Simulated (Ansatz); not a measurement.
## A computed series for ZnSiP2: response to strain

The parent structure is ZnSiP2 in the chalcopyrite structure (space group I-42d, No. 122).

```xyz
8
Lattice="-2.6764 2.6764 5.2228 2.6764 -2.6764 5.2228 2.6764 2.6764 -5.2228" Properties=species:S:1:pos:R:3 pbc="T T T"
Zn     0.0000     2.6764     2.6114
Zn     0.0000     0.0000     0.0000
Si     2.6764     0.0000     2.6114
Si     0.0000     0.0000     5.2228
P      1.3382     1.4157    -1.3057
P      1.3382     1.2607     3.9171
P      3.9372     1.3382     1.3057
P     -1.2607     1.3382     6.5285
```

Cartesian axes are those of the cell as printed.

Strains are applied to the cell and any free atomic positions relax; under biaxial strain the out-of-plane vector relaxes too.

Level of theory: PBEsol/PAW in Ansatz (a program for electronic structure), scalar-relativistic without spin-orbit coupling, earlier PAW set.

Notes on the quantities. in-plane stress: mean in-plane stress (compression positive).

| variant | hole mass | out-of-plane strain | in-plane stress | width of the top valence band |
|---|---|---|---|---|
| base | 0.16 mₑ along c, 0.37 mₑ across (at Γ) | – | – | 1.30 eV |
| biaxial strain −0.90 %, plane normal [001], relaxed out of plane | 0.17 mₑ out of plane, 0.38 mₑ in plane (at Γ) | +0.87 % | +1.3 GPa | 1.25 eV |
| biaxial strain −0.63 %, plane normal [001], relaxed out of plane | 0.17 mₑ out of plane, 0.38 mₑ in plane (at Γ) | +0.61 % | +0.9 GPa | 1.27 eV |
| biaxial strain +0.58 %, plane normal [001], relaxed out of plane | 0.16 mₑ out of plane, 0.37 mₑ in plane (at Γ) | -0.57 % | -0.8 GPa | 1.32 eV |
| biaxial strain +3.72 %, plane normal [001], relaxed out of plane | 0.15 mₑ out of plane, 0.37 mₑ in plane (at Γ) | -3.74 % | -4.6 GPa | 1.40 eV |

The levels and masses belong to the bands next to the band gap. Masses are band curvatures over ±0.01 Å⁻¹ around the edge. Whether these cells are dynamically stable was not tested.
